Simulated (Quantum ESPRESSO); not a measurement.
The system is BAs.

```
B As
1.0
     3.23587    0.00000    0.00000
     0.00000    3.23587    0.00000
     0.00000    0.00000    3.23587
B As
1 1
Cartesian
  0.0000 0.0000 0.0000
  1.6179 1.6179 1.6179
```

The cell was built by a generator and needn't be a form met in nature.

Base run:

```yaml
Program: Quantum ESPRESSO 7.5
Functional: WC
Potentials_or_basis: SG15 PBE 1.2
Cutoff: 952 eV
Density_cutoff: 3810 eV
k_mesh: 8 × 8 × 8
Occupations: fermi-dirac, width 0.05 eV
Spin: no spin polarisation
```

Its results: band gap on the k mesh none (metal or under the smearing width); pressure -16.2 GPa.

Question: The run is repeated on the same cell with these changes: functional from WC to optB88-vdW. What comes out?

Answer: Band gap on the k mesh none (metal or under the smearing width); pressure -11.3 GPa.

Caveats: the potentials were made for another functional, which shifts forces and pressure.
